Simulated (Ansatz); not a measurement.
**Phonons of AlP (F-43m)**

```xyz
2
Lattice="0.0000 2.7169 2.7169 2.7169 0.0000 2.7169 2.7169 2.7169 0.0000" Properties=species:S:1:pos:R:3 pbc="T T T"
Al    0.0000    0.0000    0.0000
P     4.0754    4.0754    4.0754
```

Unless marked otherwise, the numbers come from LDA, all-electron LAPW in Ansatz 0.2.0, scalar-relativistic. k mesh 8×8×8, fixed occupations, basis error target 1 meV/atom. The cell was relaxed by PAW under this functional.

Atoms are displaced by 0.01 Å in the smallest supercells that hold the wave vectors of a 2×2×2 mesh. Negative values stand for unstable modes. The zone centre has no LO-TO term.

Problem. What are the phonon energies at the solved wave vectors, in THz?

Solution. 

```json
{"q": "0.000 0.000 0.000", "point": "Gamma", "modes (THz)": "13.20 (×3)"}
{"q": "0.500 0.000 0.000", "point": "L", "modes (THz)": "3.06 (×2), 10.06, 12.07, 12.82 (×2)"}
{"q": "0.500 0.500 0.000", "point": "X", "modes (THz)": "4.14 (×2), 10.59, 12.35, 12.40 (×2)"}
```

Problem. Is the structure dynamically stable at these wave vectors?

Solution. Yes, no mode is unstable there; wave vectors off this mesh aren't tested.

Problem. How do the optical zone-centre modes decompose, and which are active?

Solution. Point group -43m: Γ_opt = T2.

```
label    THz      activity     mostly
   T2  13.20  IR and Raman  Al (53 %)
```

Problem. How well do frozen-core PAW files reproduce these all-electron values?

Solution. With a cutoff of 420 eV and displacements of 0.0025 Å, the r.m.s. difference over the modes is 0.2 cm⁻¹; the largest difference is 412.5 (PAW) against 411.9 cm⁻¹ (LAPW).

Problem. The cell is scaled evenly to 39.309 and 40.913 Å³ (from 40.111), with free atoms relaxed and the shape held. What are the mode Grüneisen parameters γ = −d ln ω/d ln V?

Solution. For the highest mode, 451.2 cm⁻¹ in the small cell and 429.9 in the large one give γ ≈ 1.21. From the change of the dynamical matrix on each mode:

```
point   cm⁻¹      γ
Gamma  440.4   1.21
    L  102.2  -1.75
    L  335.4   0.46
    L  402.6   1.47
    L  427.5   1.43
    X  138.0  -1.81
    X  353.1   1.10
    X  411.9   0.93
    X  413.6   1.67
```

Weighted by the modes' heat capacities at 300 K, the mean on this mesh is 0.12; it moves with the q mesh, and a coarse one overweights the zone boundary. Rows under −0.05 (2 here) are modes that soften under compression and pull towards negative thermal expansion.

Problem. Linear response on PAW files adds the field. What are the dielectric tensor, the Born charges and the LO shift?

Solution. ε∞ = (8.33, 8.33, 8.33) along x, y, z with local fields. Born charges (xx, yy, zz): Al1 (2.22, 2.22, 2.22); P2 (-2.22, -2.22, -2.22). The highest zone-centre mode lies at 440.3 cm⁻¹ without the macroscopic field and at 494.0 cm⁻¹ with it, for q along x. Lyddane-Sachs-Teller then gives ε₀ = ε∞ (ω_LO/ω_TO)² = 10.49. With the ions free to follow the field, the program's ε₀ is (10.49, 10.49, 10.49).

Known limits: the frozen-core PAW files of the compared runs were fitted under PBE, their cores solved anew for this functional; field response not resolved by the mesh; semilocal gaps are low, and ε∞ tends to come out large.
